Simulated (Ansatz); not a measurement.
Wires are cut from relaxed bulk Al (Fm-3m, 16.50 Å³/atom, gap on the mesh 0.00 eV); atoms and period are relaxed, and energies count from that bulk.

Computed with Ansatz, DFT PBE, scalar-relativistic, plane waves, PAW.

Plane waves to 420 eV, a k mesh through Γ of 1×1×8 on the computed 16-atom cell and Gaussian smearing (0.05 eV); no spin polarisation.

Start ([111] wire, 16 host atoms a period):

```
CELL_PARAMETERS angstrom
14.80000 0.00000 0.00000
0.00000 15.00000 0.00000
0.00000 0.00000 7.00001
ATOMIC_POSITIONS crystal
Al 0.69509 0.50000 0.00000
Al 0.58361 0.30948 0.33333
Al 0.58361 0.69052 0.33333
Al 0.47213 0.50000 0.66667
Al 0.36065 0.50000 0.00000
Al 0.58361 0.50000 0.33333
Al 0.47213 0.30948 0.66667
Al 0.47213 0.69052 0.66667
Al 0.52787 0.40474 0.00000
Al 0.41639 0.59526 0.33333
Al 0.30491 0.40474 0.66667
Al 0.63935 0.59526 0.66667
Al 0.52787 0.59526 0.00000
Al 0.41639 0.40474 0.33333
Al 0.30491 0.59526 0.66667
Al 0.63935 0.40474 0.66667
```

Give the relaxed structure and its energy.

The free energy falls by 107 meV/atom.

```
excess energy (eV per host atom) : 0.609
line energy (eV/Å)               : 1.413
period (Å)                       : 6.897
gap on the mesh (eV)             : 0.07
```

Relaxed structure:
```
CELL_PARAMETERS angstrom
14.80000 0.00000 0.00000
0.00000 15.00000 0.00000
0.00000 0.00000 6.89731
ATOMIC_POSITIONS crystal
Al 0.71696 0.50000 0.00794
Al 0.53634 0.34282 0.41518
Al 0.53634 0.65718 0.41518
Al 0.48059 0.50000 0.55501
Al 0.38743 0.50000 0.90626
Al 0.64681 0.50000 0.36493
Al 0.46104 0.34139 0.76780
Al 0.46104 0.65861 0.76780
Al 0.55023 0.41098 0.06017
Al 0.38155 0.59592 0.21943
Al 0.31952 0.40505 0.57213
Al 0.63544 0.59360 0.71488
Al 0.55023 0.58902 0.06017
Al 0.38155 0.40408 0.21943
Al 0.31952 0.59495 0.57213
Al 0.63544 0.40640 0.71488
```

Gaps under about 0.2 eV rest on few k points and may close between them. Each run keeps its start's symmetry and one magnetic start, so lower states can exist.

It took 5.9 min on 4 threads of Arm Neoverse V1, with other jobs on the host, peak memory 1.7 GiB.